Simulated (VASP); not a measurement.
# CaF2 (Fluorite) (Fm-3m) in VASP: notebook, part 2 of 2

VASP 6.6.1. The steps go on from the part before.

**3. Relaxation of the atoms, PBE (a relaxed cell with its volume scaled by 1.02)**

INCAR reads:

```
SYSTEM = CaF2
  PREC = Accurate
  ENCUT = 600
  EDIFF = 1E-7
  ISMEAR = 0
  SIGMA = 0.03
  LREAL = .False.
  LASPH = .True.
  NELM = 80
  ALGO = Normal
  ISIF = 2
  LWAVE = .False.
  LCHARG = .False.
  GGA = PE
  IBRION = 2
  NSW = 40
  EDIFFG = -0.01
```

KPOINTS reads:

```
Automatic mesh
0
Gamma
  8 8 8
  0 0 0
```

POSCAR reads:

```
CaF2                                    
1.0
    0.0000000000      2.7749129492      2.7749129492
    2.7749129492     -0.0000000000      2.7749129492
    2.7749129492      2.7749129492      0.0000000000
  Ca              F             
     1     2
Direct
     1.0000000000000000    1.0000000000000000    1.0000000000000000
     0.2500000000000000    0.2500000000000000    0.2500000000000000
     0.7500000000000000    0.7500000000000000    0.7500000000000000
```

Potentials or basis: VASP PAW PBE potentials, release 64 (Ca_sv, F).

Launch:

```sh
$ cat potpaw_PBE.64/Ca_sv/POTCAR potpaw_PBE.64/F/POTCAR > POTCAR
$ mpirun -np 1 vasp_std > vasp.out
```

OUTCAR:

```text
SYSTEM = CaF2
   PREC = Accurate
   ENCUT = 600
   EDIFF = 1E-7
   ISMEAR = 0
   LREAL = .False.
   LASPH = .True.
   NELM = 80
   ISIF = 2
   GGA = PE
   IBRION = 2
   NSW = 40
   EDIFFG = -0.01

 ion  position               nearest neighbor table
   1  0.000  0.000  0.000-   3 2.40   3 2.40   3 2.40   2 2.40   2 2.40   2 2.40   3 2.40   2 2.40

   2  0.250  0.250  0.250-   1 2.40   1 2.40   1 2.40   1 2.40
   3  0.750  0.750  0.750-   1 2.40   1 2.40   1 2.40   1 2.40

  LATTYP: Found a face centered cubic cell.
 ALAT       =     5.5498258984

  Lattice vectors:

 A1 = (   0.0000000000,   2.7749129492,   2.7749129492)
 A2 = (   2.7749129492,   0.0000000000,   2.7749129492)
 A3 = (   2.7749129492,   2.7749129492,   0.0000000000)

Analysis of symmetry for initial positions (statically):
=====================================================================
 Subroutine PRICEL returns:
 Original cell was already a primitive cell.

 Routine SETGRP: Setting up the symmetry group for a
 face centered cubic supercell.

[... 169 lines left out ...]

 E-fermi :  -1.0950     XC(G=0):  -9.3961

 val. band max:       -1.2188063173   @ k =   0.5000   0.5000   0.0000
 cond. band min:       5.7824568222   @ k =   0.0000   0.0000   0.0000
 fundamental gap:      7.0012631396
 Fermi energy:        -1.0950134955

 k-point     1 :       0.0000    0.0000    0.0000
  band No.  band energies     occupation
      1     -37.4774      2.00000
      2     -21.0384      2.00000
      3     -20.3382      2.00000
      4     -18.4156      2.00000
      5     -18.4156      2.00000
      6     -18.4156      2.00000
[... 433 lines left out ...]
      3     -20.8789      2.00000
      4     -18.4694      2.00000
      5     -18.2683      2.00000
      6     -18.0384      2.00000
[... 8 lines left out ...]
     15       8.3355      0.00000
     16       8.7804      0.00000

 [... further k-points ...]

------------------------ aborting loop because EDIFF is reached ----------------------------------------

  FORCE on cell =-STRESS in cart. coord.  units (eV):
  Direction    XX          YY          ZZ          XY          YZ          ZX
  --------------------------------------------------------------------------------------
  -------------------------------------------------------------------------------------
  Total       -0.3984795     -0.3984795     -0.3984795      0.0000000      0.0000000     -0.0000000
  in kB      -14.9395841    -14.9395841    -14.9395841      0.0000000      0.0000000     -0.0000000
  external PRESSURE =     -14.9395841 kB  Pullay stress =       0.0000000 kB

 VOLUME and BASIS-vectors are now :
 -----------------------------------------------------------------------------
  energy-cutoff  :      600.00
  volume of cell :       42.73
      direct lattice vectors                 reciprocal lattice vectors
     0.000000000  2.774912949  2.774912949    -0.180185833  0.180185833  0.180185833
     2.774912949  0.000000000  2.774912949     0.180185833 -0.180185833  0.180185833
     2.774912949  2.774912949  0.000000000     0.180185833  0.180185833 -0.180185833

 POSITION                                       TOTAL-FORCE (eV/Angst)
 -----------------------------------------------------------------------------------
      0.00000      0.00000      0.00000         0.000000      0.000000      0.000000
      1.38746      1.38746      1.38746         0.000000      0.000000      0.000000
      4.16237      4.16237      4.16237        -0.000000     -0.000000     -0.000000
 -----------------------------------------------------------------------------------
    total drift:                                0.000000     -0.000000      0.000000

  FREE ENERGIE OF THE ION-ELECTRON SYSTEM (eV)
  ---------------------------------------------------
  free  energy   TOTEN  =       -17.3431420107 eV

  energy  without entropy=      -17.3431420107  energy(sigma->0) =      -17.34314201

 reached required accuracy - stopping structural energy minimisation
```

OSZICAR:

```text
N       E                     dE             d eps       ncg     rms          rms(c)
DAV:   1     0.239378076603E+03    0.23938E+03   -0.14960E+04   928   0.169E+03
DAV:   2    -0.793816545755E+01   -0.24732E+03   -0.24077E+03  1184   0.406E+02
DAV:   3    -0.182839723200E+02   -0.10346E+02   -0.10337E+02  1072   0.937E+01
DAV:   4    -0.186541695118E+02   -0.37020E+00   -0.37012E+00  1600   0.135E+01
DAV:   5    -0.186566889566E+02   -0.25194E-02   -0.25194E-02  1056   0.121E+00    0.804E+00
DAV:   6    -0.173144062630E+02    0.13423E+01   -0.74785E+00   984   0.191E+01    0.317E+00
DAV:   7    -0.173188409926E+02   -0.44347E-02   -0.19583E-01  1248   0.398E+00    0.169E+00
DAV:   8    -0.173376159289E+02   -0.18775E-01   -0.35587E-02  1200   0.236E+00    0.198E-01
DAV:   9    -0.173422130799E+02   -0.45972E-02   -0.87983E-03  1248   0.731E-01    0.142E-01
DAV:  10    -0.173431226753E+02   -0.90960E-03   -0.14894E-03  1056   0.303E-01    0.288E-02
DAV:  11    -0.173431340134E+02   -0.11338E-04   -0.96531E-05  1304   0.836E-02    0.150E-02
DAV:  12    -0.173431421564E+02   -0.81430E-05   -0.20948E-05  1112   0.439E-02    0.360E-03
DAV:  13    -0.173431425367E+02   -0.38029E-06   -0.54731E-06  1408   0.183E-02    0.425E-03
DAV:  14    -0.173431419917E+02    0.54506E-06   -0.11943E-06  1136   0.110E-02    0.530E-04
DAV:  15    -0.173431420107E+02   -0.19038E-07   -0.54024E-08   832   0.243E-03
   1 F= -.17343142E+02 E0= -.17343142E+02  d E =-.173431E+02
```

Run time: 11 s. Hardware: 1 thread of Intel Xeon 6975P-C (Granite Rapids), shared host; peak memory 0.18 GiB.

Results:

- Free energy: -17.3431 eV
- Pressure after relaxing: -1.5 GPa
- Band gap on the k mesh: 7.00 eV, indirect (least direct gap 7.25 eV)

Final structure:
```cif
data_structure
_symmetry_space_group_name_H-M 'P 1'
_symmetry_Int_Tables_number 1
_cell_length_a 3.9243
_cell_length_b 3.9243
_cell_length_c 3.9243
_cell_angle_alpha 60.000
_cell_angle_beta 60.000
_cell_angle_gamma 60.000
_cell_volume 42.73
loop_
_atom_site_label
_atom_site_type_symbol
_atom_site_fract_x
_atom_site_fract_y
_atom_site_fract_z
_atom_site_occupancy
Ca1 Ca 0.00000 0.00000 0.00000 1
F1 F 0.25000 0.25000 0.25000 1
F2 F 0.75000 0.75000 0.75000 1
```

Caveat: the relaxation stopped at its first step, so nothing moved.

**4. Relaxation of the atoms, PBE (a relaxed cell with its volume scaled by 1.04)**

INCAR is that of step 3.

KPOINTS is that of step 3.

POSCAR reads:

```
CaF2                                    
1.0
    0.0000000000      2.7929323694      2.7929323694
    2.7929323694     -0.0000000000      2.7929323694
    2.7929323694      2.7929323694      0.0000000000
  Ca              F             
     1     2
Direct
     1.0000000000000000    1.0000000000000000    1.0000000000000000
     0.2500000000000000    0.2500000000000000    0.2500000000000000
     0.7500000000000000    0.7500000000000000    0.7500000000000000
```

Potentials or basis: VASP PAW PBE potentials, release 64 (Ca_sv, F).

Launch:

```sh
$ cat potpaw_PBE.64/Ca_sv/POTCAR potpaw_PBE.64/F/POTCAR > POTCAR
$ mpirun -np 1 vasp_std > vasp.out
```

OUTCAR:

```text
SYSTEM = CaF2
   PREC = Accurate
   ENCUT = 600
   EDIFF = 1E-7
   ISMEAR = 0
   LREAL = .False.
   LASPH = .True.
   NELM = 80
   ISIF = 2
   GGA = PE
   IBRION = 2
   NSW = 40
   EDIFFG = -0.01

 ion  position               nearest neighbor table
   1  0.000  0.000  0.000-   2 2.42   3 2.42   3 2.42   3 2.42   3 2.42   2 2.42   2 2.42   2 2.42

   2  0.250  0.250  0.250-   1 2.42   1 2.42   1 2.42   1 2.42
   3  0.750  0.750  0.750-   1 2.42   1 2.42   1 2.42   1 2.42

  LATTYP: Found a face centered cubic cell.
 ALAT       =     5.5858647388

  Lattice vectors:

 A1 = (   0.0000000000,   2.7929323694,   2.7929323694)
 A2 = (   2.7929323694,   0.0000000000,   2.7929323694)
 A3 = (   2.7929323694,   2.7929323694,   0.0000000000)

Analysis of symmetry for initial positions (statically):
=====================================================================
 Subroutine PRICEL returns:
 Original cell was already a primitive cell.

 Routine SETGRP: Setting up the symmetry group for a
 face centered cubic supercell.

[... 169 lines left out ...]

 E-fermi :  -1.1560     XC(G=0):  -9.3022

 val. band max:       -1.3147931785   @ k =   0.5000   0.5000   0.0000
 cond. band min:       5.5761807855   @ k =   0.0000   0.0000   0.0000
 fundamental gap:      6.8909739640
 Fermi energy:        -1.1560446737

 k-point     1 :       0.0000    0.0000    0.0000
  band No.  band energies     occupation
      1     -37.6707      2.00000
      2     -21.0893      2.00000
      3     -20.4172      2.00000
      4     -18.6081      2.00000
      5     -18.6081      2.00000
      6     -18.6081      2.00000
[... 433 lines left out ...]
      3     -20.9361      2.00000
      4     -18.6573      2.00000
      5     -18.4638      2.00000
      6     -18.2417      2.00000
[... 8 lines left out ...]
     15       8.1193      0.00000
     16       8.5600      0.00000

 [... further k-points ...]

------------------------ aborting loop because EDIFF is reached ----------------------------------------

  FORCE on cell =-STRESS in cart. coord.  units (eV):
  Direction    XX          YY          ZZ          XY          YZ          ZX
  --------------------------------------------------------------------------------------
  -------------------------------------------------------------------------------------
  Total       -0.7704604     -0.7704604     -0.7704604     -0.0000000      0.0000000      0.0000000
  in kB      -28.3302006    -28.3302006    -28.3302006     -0.0000000      0.0000000      0.0000000
  external PRESSURE =     -28.3302006 kB  Pullay stress =       0.0000000 kB

 VOLUME and BASIS-vectors are now :
 -----------------------------------------------------------------------------
  energy-cutoff  :      600.00
  volume of cell :       43.57
      direct lattice vectors                 reciprocal lattice vectors
     0.000000000  2.792932369  2.792932369    -0.179023311  0.179023311  0.179023311
     2.792932369  0.000000000  2.792932369     0.179023311 -0.179023311  0.179023311
     2.792932369  2.792932369  0.000000000     0.179023311  0.179023311 -0.179023311

 POSITION                                       TOTAL-FORCE (eV/Angst)
 -----------------------------------------------------------------------------------
      0.00000      0.00000      0.00000        -0.000000      0.000000     -0.000000
      1.39647      1.39647      1.39647        -0.000000     -0.000000     -0.000000
      4.18940      4.18940      4.18940         0.000000      0.000000      0.000000
 -----------------------------------------------------------------------------------
    total drift:                                0.000000     -0.000000      0.000000

  FREE ENERGIE OF THE ION-ELECTRON SYSTEM (eV)
  ---------------------------------------------------
  free  energy   TOTEN  =       -17.3338504322 eV

  energy  without entropy=      -17.3338504322  energy(sigma->0) =      -17.33385043

 reached required accuracy - stopping structural energy minimisation
```

OSZICAR:

```text
N       E                     dE             d eps       ncg     rms          rms(c)
DAV:   1     0.241253321079E+03    0.24125E+03   -0.14917E+04   928   0.169E+03
DAV:   2    -0.775890249508E+01   -0.24901E+03   -0.24465E+03  1208   0.410E+02
DAV:   3    -0.182466462503E+02   -0.10488E+02   -0.10480E+02  1000   0.950E+01
DAV:   4    -0.186525538391E+02   -0.40591E+00   -0.40578E+00  1648   0.141E+01
DAV:   5    -0.186551274610E+02   -0.25736E-02   -0.25736E-02  1008   0.113E+00    0.806E+00
DAV:   6    -0.173047484575E+02    0.13504E+01   -0.75741E+00   984   0.191E+01    0.320E+00
DAV:   7    -0.173092129678E+02   -0.44645E-02   -0.19968E-01  1240   0.400E+00    0.170E+00
DAV:   8    -0.173281677575E+02   -0.18955E-01   -0.36283E-02  1176   0.238E+00    0.199E-01
DAV:   9    -0.173329104251E+02   -0.47427E-02   -0.91880E-03  1256   0.740E-01    0.145E-01
DAV:  10    -0.173338310208E+02   -0.92060E-03   -0.15568E-03  1056   0.316E-01    0.268E-02
DAV:  11    -0.173338419207E+02   -0.10900E-04   -0.92465E-05  1272   0.799E-02    0.143E-02
DAV:  12    -0.173338506618E+02   -0.87412E-05   -0.21095E-05  1096   0.428E-02    0.387E-03
DAV:  13    -0.173338509670E+02   -0.30519E-06   -0.57655E-06  1448   0.186E-02    0.429E-03
DAV:  14    -0.173338504046E+02    0.56248E-06   -0.12396E-06  1136   0.113E-02    0.469E-04
DAV:  15    -0.173338504322E+02   -0.27613E-07   -0.57330E-08   848   0.254E-03
   1 F= -.17333850E+02 E0= -.17333850E+02  d E =-.173339E+02
```

Wall time 11 s (1 thread of Intel Xeon 6975P-C (Granite Rapids), shared host); peak memory 0.18 GiB.

Results:

| Property | Result |
| --- | --- |
| Free energy | -17.3339 eV |
| Pressure after relaxing | -2.8 GPa |
| Band gap on the k mesh | 6.89 eV, indirect (least direct gap 7.14 eV) |

Final structure:
```yaml
crystal:
  lattice:
    - [0.00000, 2.79293, 2.79293]
    - [2.79293, 0.00000, 2.79293]
    - [2.79293, 2.79293, 0.00000]
  atoms:
    - { symbol: Ca, position: [0.00000, 0.00000, 0.00000] }
    - { symbol: F, position: [0.25000, 0.25000, 0.25000] }
    - { symbol: F, position: [0.75000, 0.75000, 0.75000] }
```

Caveat: the relaxation stopped at its first step, so nothing moved. A k mesh can miss the band edges.

**5. The runs side by side**

| cell | gap on the mesh (eV) | pressure (GPa) |
| --- | --- | --- |
| atoms relaxed | 7.11 | 0.0 |
| atoms relaxed from: a relaxed cell with its volume scaled by 1.02 | 7.00 | -1.5 |
| atoms relaxed from: a relaxed cell with its volume scaled by 1.04 | 6.89 | -2.8 |

Alike in all rows: task relaxation of the atoms; level PBE; potentials or basis VASP PAW PBE potentials, release 64 (Ca_sv, F); no spin polarisation; k mesh 8 × 8 × 8; cutoff (eV) 600; smearing gaussian 0.03 eV.

Caveats: the relaxation stopped at its first step, so nothing moved.

Absolute energies hang on the potentials; compare differences alone.
